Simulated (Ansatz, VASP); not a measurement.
Given: the input of a run of Ansatz 0.2.0 on V.

input.yaml

```yaml
crystal:
  lattice:
    - [2.6215415862, 0.0, 0.0]
    - [-1.310770793, 2.2703216106, 0.0]
    - [0.0, 0.0, 4.7546172825]
  atoms:
    - { symbol: V, position: [0.3333333333, 0.6666666667, 0.25], spin: 2.0 }
    - { symbol: V, position: [0.6666666667, 0.3333333333, 0.75], spin: 2.0 }
hamiltonian:
  xc: pbe
  pseudopotentials: { kind: paw }
magnetization:
  spin_polarized: true
kpoints:
  mp_grid: { grid: [12, 12, 6] }
scf:
  occupations: { method: fermi_dirac, width: 0.05 }
output:
  forces: true
  stress: true
  eigenvalues: true
```

Potentials or basis: Ansatz PAW.

Run with:

```bash
$ ansatz run input.yaml --threads 2 --pin off --max-ram 5120MiB --backend cpu --events-out ev --progress --plain --runs-dir out
```

Task: Translate it to VASP 6.6.1. Potentials there: VASP PAW PBE potentials, release 64 (V_sv).

Result: As run (the cutoff follows the program's own potentials):

Contents of INCAR:

```
SYSTEM = V
PREC = Accurate
ENCUT = 520
EDIFF = 1E-7
ISMEAR = -1
SIGMA = 0.05
LREAL = .False.
LASPH = .True.
NELM = 120
ALGO = Normal
ISIF = 2
LWAVE = .False.
LCHARG = .False.
ISPIN = 2
MAGMOM = 2 2
LORBIT = 11
LMAXMIX = 4
GGA = PE
NBANDS = 24
```

KPOINTS

```
regular mesh
0
Gamma
  12 12 6
  0 0 0
```

File POSCAR:

```
V
1.0
    2.6215415862      0.0000000000      0.0000000000
   -1.3107707930      2.2703216106      0.0000000000
    0.0000000000      0.0000000000      4.7546172825
V
2
Direct
    0.3333333333      0.6666666667      0.2500000000
    0.6666666667      0.3333333333      0.7500000000
```

Potentials or basis: VASP PAW PBE potentials, release 64 (V_sv).

Command:

```console
$ cat potpaw_PBE.64/V_sv/POTCAR > POTCAR
$ mpirun -np 1 vasp_std > vasp.out
```

Both were run:

|  | VASP | Ansatz | Ansatz less VASP |
| --- | --- | --- | --- |
| gap on the k mesh at the Fermi level (eV) | none | none | - |
| pressure (GPa) | -3.6 | -3.8 | -0.20 |
| largest component of the traceless stress (GPa) | 0.69 | 0.68 | -0.018 |
| net moment per atom (μB) | 0.00 | 0.00 | 0.000 |

A gap of «none» marks a metal or a gap that the smearing closes.

Caveats: the starting moments weren't kept (Ansatz).
